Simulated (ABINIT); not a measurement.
Set up this calculation in ABINIT 10.8.3 (patched build), as the native input.

* Task: band structure
* Functional: OLYP
* Potentials or basis: JTH PAW PBE v2.0
* Cutoff: 544 eV
* k mesh: 8 × 8 × 8
* Occupations: fermi-dirac, width 0.05 eV
* Spin: no spin polarisation
* Fine-grid cutoff: 1088.46 eV
* Exchange and correlation inside the PAW spheres: full angular mesh (pawxcdev 0, this build's default; the released program takes 1)

Crystal: InP.

```
CELL_PARAMETERS angstrom
0.00000 2.93050 2.93050
2.93050 0.00000 2.93050
2.93050 2.93050 0.00000
ATOMIC_POSITIONS crystal
In 0.00000 0.00000 0.00000
P 0.75000 0.75000 0.75000
```

The input as run:

run.abi

```
# Datasets: ground state, then fixed potential
ndtset 2

# Pseudopotentials
pp_dirpath "./"
pseudos "In.GGA_PBE-JTH.xml, P.GGA_PBE-JTH.xml"

# Structure
acell 3*1.0 Angstrom
rprim
     0.0000000000     2.9305000000     2.9305000000
     2.9305000000     0.0000000000     2.9305000000
     2.9305000000     2.9305000000     0.0000000000
ntypat 2
znucl 49 15
natom 2
typat 1 2
xred
     0.0000000000     0.0000000000     0.0000000000
     0.7500000000     0.7500000000     0.7500000000

# Plane-wave basis
ecut 20.0
pawecutdg 40.0

# Exchange and correlation
ixc -110131

# Bands and occupations
occopt 3
tsmear 0.05 eV

# SCF cycle
nstep 100

# Output
iomode 3
prtwf 0
prteig 0
prtebands 0
prtden1 1
prtvha1 1
prtvclmb1 1
prtpot1 1

# Dataset 1
kptopt1 1
ngkpt1 8 8 8
nshiftk1 1
shiftk1 0.0 0.0 0.0
nband1 13
tolvrs1 1.0e-9

# Dataset 2: bands along G-X-W-K-G-L-U-W-L-K
iscf2 -2
getden2 1
nband2 17
nbdbuf2 2
tolwfr2 1.0e-12
kptopt2 -9
ndivsm2 8
prteig2 1
kptbounds2
     0.0000000000     0.0000000000     0.0000000000
     0.5000000000     0.0000000000     0.5000000000
     0.5000000000     0.2500000000     0.7500000000
     0.3750000000     0.3750000000     0.7500000000
     0.0000000000     0.0000000000     0.0000000000
     0.5000000000     0.5000000000     0.5000000000
     0.6250000000     0.2500000000     0.6250000000
     0.5000000000     0.2500000000     0.7500000000
     0.5000000000     0.5000000000     0.5000000000
     0.3750000000     0.3750000000     0.7500000000
```

Potentials or basis: JTH PAW PBE v2.0.

Command:

```console
$ abinit run.abi > log 2>&1
```

Results of the run:

```json
{
  "Band gap on the k mesh": "1.02 eV, direct",
  "Valence electrons inside the program's atomic spheres": "In 11.25; P 1.59"
}
```

Caveat: spin-orbit coupling is left out, which moves the levels of the heavy elements.

It took 75 s on 1 thread of Arm Neoverse V1, with other jobs on the host, peak memory 0.16 GiB.
